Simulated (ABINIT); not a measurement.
# NiO (Pm-3m) in ABINIT: reference runs

How does NiO come out in PBE? The cell is run as given.

Everything below comes from runs of ABINIT 10.8.3 (patched build). Logs are shortened: lines on timing, memory, paths and dates and some standing lists are left out, and cuts for length are marked. The log counts tension as positive stress, the text compression.

### 1 The structure

It takes space group Pm-3m (No. 221, cubic). Conventional cell: a = 2.505 Å, b = 2.505 Å, c = 2.505 Å, α = 90.00°, β = 90.00°, γ = 90.00°. Ni (site symmetry m-3m) has 8 O at 2.17 Å as nearest neighbours. O (site symmetry m-3m) has 8 Ni at 2.17 Å as nearest neighbours.

Measurements of this composition are mostly on another form, of space group No. 225.

### 2 Single point, PBE, collinear spin, ferromagnetic start

Contents of run.abi:

```
pp_dirpath "./"
pseudos "Ni.GGA_PBE-JTH.xml, O.GGA_PBE-JTH.xml"

acell 3*1.0 Angstrom
rprim
     2.5046153800     0.0000000000     0.0000000000
     0.0000000000     2.5046153800     0.0000000000
     0.0000000000     0.0000000000     2.5046153800
ntypat 2
znucl 28 8
natom 2
typat 1 2
xred
     0.0000000000     0.0000000000     0.0000000000
     0.5000000000     0.5000000000     0.5000000000

ecut 41.0
pawecutdg 63.0
pawxcdev 0

kptopt 1
ngkpt 11 11 11
nshiftk 1
shiftk 0.0 0.0 0.0

ixc 11

nband 17
occopt 3
tsmear 0.00183747

nsppol 2
spinat
     0.0000000000     0.0000000000     2.0000000000
     0.0000000000     0.0000000000     0.0000000000

nstep 100
tolvrs 1.0e-9

iomode 3
prtwf 0
prtden 0
prteig 0
prtebands 0
```

Potentials or basis: JTH PAW PBE v2.0.

Run with:

```
$ abinit run.abi > log 2>&1
```

run.abo:

```text
.Version 10.8.3 of ABINIT
 Symmetries : space group Pm -3 m (#221); Bravais cP (primitive cubic)
================================================================================
 Values of the parameters that define the memory need of the present run
     intxc =       0    ionmov =       0      iscf =      17    lmnmax =      18
     lnmax =       6     mgfft =      30  mpssoang =       3    mqgrid =    3001
     natom =       2  nloc_mem =       2    nspden =       2   nspinor =       1
    nsppol =       2      nsym =      48    n1xccc =       1    ntypat =       2
    occopt =       3   xclevel =       2
       mpw =        1352          nfft =       27000          nkpt =          56
 PAW method is used; the additional fine FFT grid is defined by:
   mgfftf=        36    nfftf =     46656
================================================================================
================================================================================

--------------------------------------------------------------------------------
------------- Echo of variables that govern the present computation ------------
--------------------------------------------------------------------------------
 -outvars: echo values of preprocessed input variables --------
            acell      1.8897261259E+00  1.8897261259E+00  1.8897261259E+00 Bohr
              amu      5.86900000E+01  1.59994000E+01
             ecut      4.10000000E+01 Hartree
                       outvar_i_n : Printing only first  50 k-points.
              ixc          11
                       outvar_i_n : Printing only first  50 k-points.
         kptrlatt       11    0    0      0   11    0      0    0   11
          kptrlen      5.20634083E+01
            natom           2
            nband          17
            ngfft          30      30      30
          ngfftdg          36      36      36
             nkpt          56
           nspden           2
           nsppol           2
            nstep         100
             nsym          48
           ntypat           2
                       prtocc : prtvol=0, do not print more k-points.
                       1.000000  1.000000  1.000000  1.000000  1.000000  1.000000
                       1.000000  1.000000  1.000000  1.000000  1.000000  1.000000
                       0.000000  0.000000  0.000000  0.000000  0.000000
                       1.000000  1.000000  1.000000  1.000000  1.000000  1.000000
                       1.000000  1.000000  1.000000  1.000000  1.000000  1.000000
                       0.000000  0.000000  0.000000  0.000000  0.000000
                       1.000000  1.000000  1.000000  1.000000  1.000000  1.000000
                       1.000000  1.000000  1.000000  1.000000  1.000000  1.000000
                       0.000000  0.000000  0.000000  0.000000  0.000000
                       1.000000  1.000000  1.000000  1.000000  1.000000  1.000000
                       1.000000  1.000000  1.000000  1.000000  1.000000  1.000000
                       0.000000  0.000000  0.000000  0.000000  0.000000
                       1.000000  1.000000  1.000000  1.000000  1.000000  1.000000
                       1.000000  1.000000  1.000000  1.000000  1.000000  1.000000
                       0.000000  0.000000  0.000000  0.000000  0.000000
                       1.000000  1.000000  1.000000  1.000000  1.000000  1.000000
                       1.000000  1.000000  1.000000  1.000000  1.000000  1.000000
[... 118 lines left out ...]
                       1.000000  1.000000  1.000000  1.000000  1.000000  1.000000
                       1.000000  1.000000  1.000000  1.000000  1.000000  1.000000
                       0.000000  0.000000  0.000000  0.000000  0.000000
                       1.000000  1.000000  1.000000  1.000000  1.000000  1.000000
                       1.000000  1.000000  1.000000  1.000000  1.000000  1.000000
                       0.000000  0.000000  0.000000  0.000000  0.000000
                       1.000000  1.000000  1.000000  1.000000  1.000000  1.000000
                       1.000000  1.000000  1.000000  1.000000  1.000000  1.000000
                       0.000000  0.000000  0.000000  0.000000  0.000000
                       1.000000  1.000000  1.000000  1.000000  1.000000  1.000000
                       1.000000  1.000000  1.000000  1.000000  1.000000  1.000000
                       0.000000  0.000000  0.000000  0.000000  0.000000
                       1.000000  1.000000  1.000000  1.000000  1.000000  1.000000
                       1.000000  1.000000  1.000000  1.000000  1.000000  1.000000
                       0.000000  0.000000  0.000000  0.000000  0.000000
                       prtocc : prtvol=0, do not print more k-points.
           occopt           3
        pawecutdg      6.30000000E+01 Hartree
         pawxcdev           0
           prtden           0
        prtebands           0
           prteig           0
            prtwf           0
            rprim      2.5046153800E+00  0.0000000000E+00  0.0000000000E+00
                       0.0000000000E+00  2.5046153800E+00  0.0000000000E+00
                       0.0000000000E+00  0.0000000000E+00  2.5046153800E+00
          spgroup         221
           spinat      0.0000000000E+00  0.0000000000E+00  2.0000000000E+00
[... 137 lines left out ...]
 Radius=ratsph(iatom), smearing ratsm=  0.0000. Diff(up-dn)=approximate z local magnetic moment.
    Atom    Radius    up_density   dn_density  Total(up+dn)  Diff(up-dn)
    1 Ni   1.81432     8.140839     7.697930     15.838769     0.442909
    2  O   1.41465     2.289440     2.183927      4.473367     0.105513
 ------------------------------------------------------------------------------------------------------------
  Sum:                10.430279     9.881857     20.312136     0.548423
 Total magnetization (from the atomic spheres):                0.548423
 Total magnetization (exact up - dn):                          0.557261

================================================================================

 ----iterations are completed or convergence reached----

 Mean square residual over all n,k,spin=   65.141E-10; max=  94.060E-07
 reduced coordinates (array xred) for    2 atoms
       0.000000000000      0.000000000000      0.000000000000
       0.500000000000      0.500000000000      0.500000000000
 rms dE/dt=  0.0000E+00; max dE/dt=  0.0000E+00; dE/dt below (all hartree)
    1       0.000000000000      0.000000000000      0.000000000000
    2       0.000000000000      0.000000000000      0.000000000000

 cartesian coordinates (angstrom) at end:
    1      0.00000000000000     0.00000000000000     0.00000000000000
    2      1.25230769000000     1.25230769000000     1.25230769000000

 cartesian forces (hartree/bohr) at end:
    1     -0.00000000000000    -0.00000000000000    -0.00000000000000
    2     -0.00000000000000    -0.00000000000000    -0.00000000000000
 frms,max,avg= 0.0000000E+00 0.0000000E+00   0.000E+00  0.000E+00  0.000E+00 h/b

 cartesian forces (eV/Angstrom) at end:
    1     -0.00000000000000    -0.00000000000000    -0.00000000000000
    2     -0.00000000000000    -0.00000000000000    -0.00000000000000
 frms,max,avg= 0.0000000E+00 0.0000000E+00   0.000E+00  0.000E+00  0.000E+00 e/A
 length scales=  1.889726125908  1.889726125908  1.889726125908 bohr
              =  1.000000000000  1.000000000000  1.000000000000 angstroms
 Fermi (or HOMO) energy (hartree) =   0.42464   Average Vxc (hartree)=  -0.50218
 Magnetization (Bohr magneton)=  5.57258931E-01
 Total spin up =  1.22786295E+01   Total spin down =  1.17213705E+01
 Eigenvalues (hartree) for nkpt=  56  k points, SPIN UP:
 kpt#   1, nband= 17, wtk=  0.00075, kpt=  0.0000  0.0000  0.0000 (reduced coord)
  -3.38166   -1.92489   -1.92489   -1.92489   -0.36120    0.29175    0.29175    0.31201
   0.31201    0.31201    0.38231    0.38231    0.38231    0.48886    1.03311    1.03311
   1.23763
      occupation numbers for kpt#   1
   1.00000    1.00000    1.00000    1.00000    1.00000    1.00000    1.00000    1.00000
   1.00000    1.00000    1.00000    1.00000    1.00000    0.00000    0.00000    0.00000
   0.00000
 prteigrs : prtvol=0 or 1, do not print more k-points.

 Eigenvalues (hartree) for nkpt=  56  k points, SPIN DOWN:
 kpt#   1, nband= 17, wtk=  0.00075, kpt=  0.0000  0.0000  0.0000 (reduced coord)
  -3.36159   -1.90527   -1.90527   -1.90527   -0.35526    0.30387    0.30387    0.31939
   0.31939    0.31939    0.40181    0.40181    0.40181    0.49341    1.03673    1.03673
   1.24264
      occupation numbers for kpt#   1
   1.00000    1.00000    1.00000    1.00000    1.00000    1.00000    1.00000    1.00000
   1.00000    1.00000    1.00000    1.00000    1.00000    0.00000    0.00000    0.00000
   0.00000
 prteigrs : prtvol=0 or 1, do not print more k-points.

--- !EnergyTerms
iteration_state     : {dtset: 1, }
comment             : Components of total free energy in Hartree
kinetic             :  3.66498946855593E+01
hartree             :  4.34603631030360E+01
xc                  : -9.61759603273301E+00
Ewald energy        : -1.26202819893321E+02
psp_core            :  6.01747512199129E+00
local_psp           : -1.32675888364683E+02
PAW spherical_terms : -4.56605475599000E+00
internal            : -1.86934626136140E+02
'-kT*entropy'       : -9.61812399896733E-04
total_energy        : -1.86935587948540E+02
total_energy_eV     : -5.08677648678728E+03
...

--- !EnergyTermsDC
iteration_state     : {dtset: 1, }
comment             : '"Double-counting" decomposition of free energy'
band_energy         : -1.45248302695337E+01
Ewald energy        : -1.26202819893321E+02
psp_core            :  6.01747512199129E+00
xc_dc               : -4.05668666295456E+01
PAW spherical_terms : -1.16575884814410E+01
internal            : -1.86934630151850E+02
'-kT*entropy'       : -9.61812399896733E-04
total_energy_dc     : -1.86935591964250E+02
total_energy_dc_eV  : -5.08677659606030E+03
...

--- !EnergyTermsWithPAWCore
iteration_state     : {dtset: 1, }
comment             : 'Components of total free energy, including PAW core contributions'
Total energy        : -1.59597523793876E+03
Total energy DC     : -1.59597524195447E+03
Total energy (eV)   : -4.34286986385731E+04
Total energy DC (eV): -4.34286987478461E+04
...

 Cartesian components of stress tensor (hartree/bohr^3)
  sigma(1 1)= -8.50388854E-04  sigma(3 2)=  0.00000000E+00
  sigma(2 2)= -8.50388854E-04  sigma(3 1)=  0.00000000E+00
  sigma(3 3)= -8.50388854E-04  sigma(2 1)=  0.00000000E+00

-Cartesian components of stress tensor (GPa)         [Pressure=  2.5019E+01 GPa]
- sigma(1 1)= -2.50193039E+01  sigma(3 2)=  0.00000000E+00
- sigma(2 2)= -2.50193039E+01  sigma(3 1)=  0.00000000E+00
- sigma(3 3)= -2.50193039E+01  sigma(2 1)=  0.00000000E+00

== END DATASET(S) ==============================================================
================================================================================

 -outvars: echo values of variables after computation  --------
            acell      1.8897261259E+00  1.8897261259E+00  1.8897261259E+00 Bohr
           etotal     -1.8693559196E+02
            fcart     -0.0000000000E+00 -0.0000000000E+00 -0.0000000000E+00
                      -0.0000000000E+00 -0.0000000000E+00 -0.0000000000E+00
            rprim      2.5046153800E+00  0.0000000000E+00  0.0000000000E+00
                       0.0000000000E+00  2.5046153800E+00  0.0000000000E+00
                       0.0000000000E+00  0.0000000000E+00  2.5046153800E+00
           strten     -8.5038885415E-04 -8.5038885415E-04 -8.5038885415E-04
                       0.0000000000E+00  0.0000000000E+00  0.0000000000E+00
           xangst      0.0000000000E+00  0.0000000000E+00  0.0000000000E+00
                       1.2523076900E+00  1.2523076900E+00  1.2523076900E+00
             xred      0.0000000000E+00  0.0000000000E+00  0.0000000000E+00
                       5.0000000000E-01  5.0000000000E-01  5.0000000000E-01
 Calculation completed.
```

Run time: 2 min. Hardware: 1 thread of Arm Neoverse V1, shared host; peak memory 0.17 GiB.

What came out:

- Free energy: -5086.7766 eV
- Pressure: 25.0 GPa
- Band gap on the k mesh: none (metal or under the smearing width)
- Net moment: 0.56 μB per cell
- Site moments: Ni +0.44; O +0.11 μB
- Valence electrons inside the program's atomic spheres: Ni 15.84; O 4.47

Caveat: so large a pressure means that the cell lies far from this level's equilibrium, or that cutoff or potentials fall short; a cell with one magnetic atom can't hold antiferromagnetic order, which such compounds often take; semilocal functionals often make such compounds metallic where correlation or magnetic order opens a gap, which also shifts bond lengths. With open d or f shells a metallic result of PBE can be an artefact of self-interaction; +U or a hybrid may open a gap.
